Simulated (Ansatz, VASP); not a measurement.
# One calculation of Sn, two programs

File INCAR:

```
PREC = Accurate
ENCUT = 600
EDIFF = 1E-6
ISMEAR = -1
SIGMA = 0.1
LREAL = False
LASPH = True
NELM = 100
ALGO = Normal
ISIF = 3
LWAVE = False
LCHARG = False
GGA = PS
IBRION = 2
NSW = 60
EDIFFG = -0.005
```

KPOINTS

```
regular mesh
0
Gamma
  14 14 14
```

The input POSCAR:

```
Sn
1.0
    3.1154964611      0.0000000000      0.0000000000
    0.0000000000      3.1154964611      0.0000000000
    0.0000000000      0.0000000000      3.1154964611
Sn
1
Direct
    0.0000000000      0.0000000000      0.0000000000
```

Input for Ansatz:

```yaml
crystal:
  lattice:
    - [3.1154964611, 0.0, 0.0]
    - [0.0, 3.1154964611, 0.0]
    - [0.0, 0.0, 3.1154964611]
  atoms:
    - { symbol: Sn, position: [0.0, 0.0, 0.0] }
kpoints:
  mp_grid: { grid: [14, 14, 14] }
scf:
  occupations: { method: fermi_dirac, width: 0.1 }
hamiltonian:
  xc: pbesol
  pseudopotentials: { kind: paw }
output:
  forces: true
  stress: true
  write_density: true
  write_potential: true
  elf: true
  volumetric_format: npy
relax:
  f_tol: 0.005
  max_steps: 40
  cell: {}
```

Alike in both runs: task relaxation of cell and atoms; functional PBEsol; k mesh 14 × 14 × 14; occupations fermi-dirac, width 0.1 eV; no spin polarisation.

|  | VASP | Ansatz |
| --- | --- | --- |
| version | VASP 6.6.1 | Ansatz 0.2.0 |
| potentials or method | VASP PAW PBE potentials, release 64 (Sn_d) | PAW with Ansatz's default frozen-core files, scalar-relativistic |
| plane-wave cutoff (eV) | 600 | 420 |
| valence electrons in the cell | 14 | 14 |

Ansatz gave:

- relaxed volume (Å³/atom): 27.91
- relaxed cell length with the largest relative difference (Å): 3.033
- energy change over the relaxation (meV/atom): -28

**Question.** What did VASP give for the same quantities?

**Answer.** Relaxed volume (Å³/atom): 27.90; relaxed cell length with the largest relative difference (Å): 3.033; energy change over the relaxation (meV/atom): -28.

Caveats: the PAW data sets were made with another functional, which shifts forces and pressure a little (VASP).
